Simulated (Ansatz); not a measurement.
## BeO: response to strain

The parent structure is BeO in the wurtzite structure (space group P6_3mc, No. 186; a = 2.712 Å, c = 4.405 Å). Axes: x lies along a and z along c of the hexagonal cell.

Strains are applied to the cell and any free atomic positions relax; under biaxial strain the out-of-plane vector relaxes too.

All numbers come from Ansatz (a quantum-chemistry and plane-wave program), PBE, PAW, cutoff 420 eV, no spin-orbit coupling.

```tsv
change	band gap	shortest interatomic distance
base	7.45 eV	1.656 Å
biaxial strain −0.37 %, plane normal [001], relaxed out of plane	[?]	[?]
biaxial strain +2.09 %, plane normal [001], relaxed out of plane	7.03 eV	1.661 Å
biaxial strain +2.72 %, plane normal [001], relaxed out of plane	[?]	1.660 Å
isotropic strain −5.68 %	9.32 eV	1.562 Å
isotropic strain −2.21 %	8.16 eV	1.619 Å
uniaxial strain ε_xx = +2.05 %	7.21 eV	1.661 Å
uniaxial strain ε_xx = +2.69 %	7.14 eV	1.663 Å
uniaxial strain ε_yy = −5.69 %	[?]	1.605 Å
```

### Question
Fill in the withheld entries from the trend.

### Answer

- biaxial strain −0.37 %, plane normal [001], relaxed out of plane, band gap: 7.53 eV
- biaxial strain −0.37 %, plane normal [001], relaxed out of plane, shortest interatomic distance: 1.651 Å
- biaxial strain +2.72 %, plane normal [001], relaxed out of plane, band gap: 6.90 eV
- uniaxial strain ε_yy = −5.69 %, band gap: 7.74 eV

Whether these cells are dynamically stable was not tested.
